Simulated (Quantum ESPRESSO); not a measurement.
Sb under changes of volume

One of the cells (26.666 Å³/atom); the others are scaled copies at fixed shape and fractional positions:

```
Sb
1.0
     0.00000    2.37124    2.37124
     2.37124    0.00000    2.37124
     2.37124    2.37124    0.00000
Sb
1
Direct
  0.00000 0.00000 0.00000
```

This isn't the form of Sb at room conditions, which is rhombohedral.

* Program: Quantum ESPRESSO 7.5
* Functional: LDA
* Potentials or basis: GBRV 1.5 LDA
* Cutoff: 612 eV
* Density cutoff: 4898 eV
* k mesh: 10 × 10 × 10
* Occupations: fermi-dirac, width 0.05 eV
* Spin: no spin polarisation

| volume (Å³/atom) | energy over the lowest point (meV/atom) | pressure (GPa) |
| --- | --- | --- |
| 25.066 | 3.75 | 1.6 |
| 25.599 | 0.00 | 0.1 |
| 26.133 | ? | ? |
| 26.666 | 5.76 | -2.4 |
| 27.199 | 14.78 | -3.6 |
| 27.733 | 27.41 | -4.6 |
| 28.266 | 43.50 | -5.5 |

Q: What does the run at 26.133 Å³/atom give?

A: Energy over the lowest point 0.85 meV/atom; pressure -1.2 GPa.

Worked out: A Birch-Murnaghan fit of order 3 (a polynomial in V^(-2/3)) to the other rows has its minimum at 25.77 Å³/atom with B0 = V·E''(V) = 64 GPa (rough, since the energies scatter). It gives 0.77 meV/atom at 26.133 Å³/atom, against the run's 0.85, and -dE/dV = -0.9 GPa, against -1.2.

Energies are extrapolated to zero smearing.
